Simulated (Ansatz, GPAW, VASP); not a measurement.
One calculation of Al, 4 ways

```xyz
1
Lattice="0.0000 2.0248 2.0248 2.0248 0.0000 2.0248 2.0248 2.0248 0.0000" Properties=species:S:1:pos:R:3 pbc="T T T"
Al    0.0000    0.0000    0.0000
```

Alike in all runs: task single point; functional PBE; k mesh 11 × 11 × 11; occupations gaussian, width 0.023 eV; no spin polarisation; no spin-orbit coupling. Pressure is positive in compression and, in plane waves, holds the error of the finite cutoff, which Ansatz's Pulay term estimates and takes out.

```csv
program and potentials,plane-wave cutoff (eV),notes,pressure (GPa)
"Ansatz, Ansatz PAW",420,Pulay term of +0.07 GPa included,-0.49
"GPAW, GPAW PAW data sets (gpaw-data 1.2.1)",600,-,-0.36
"VASP, PBE PAW files Al, 520 eV",520,-,-0.53
"Ansatz, all-electron LAPW, scalar-relativistic",-,-,-0.49
```

The pressure spans -0.53 (VASP, PBE PAW files Al, 520 eV) to -0.36 GPa (GPAW, GPAW PAW data sets (gpaw-data 1.2.1)), with all-electron results at -0.49.

Differences between rows come from potentials, basis sets and numerical settings, since the functional is the same but for its coding. Runs on potential files found faulty are left out.

All four runs put aluminium under slight tension in this cell, so the static PBE crystal would contract a little from here. The cell is close to the one measured at room temperature, which zero-point motion and thermal expansion have already enlarged. Fixed nuclei supply neither of these outward pressures, so the negative sign is expected and is no evidence that PBE overbinds the metal. The tension is small because the cell lies near the minimum of the energy curve, where the kinetic pressure of the nearly free sp electrons almost balances the cohesive attraction of electrons and ion cores.

Ansatz PAW reproduces the all-electron value of -0.49 GPa, and VASP lies close to it. GPAW departs most, towards weaker tension; an incomplete plane-wave basis normally errs the other way, so its data set or numerical grids are the likelier source. The spread affects the size of the predicted contraction but not its direction. One volume alone fixes neither the equilibrium lattice constant nor the bulk modulus.
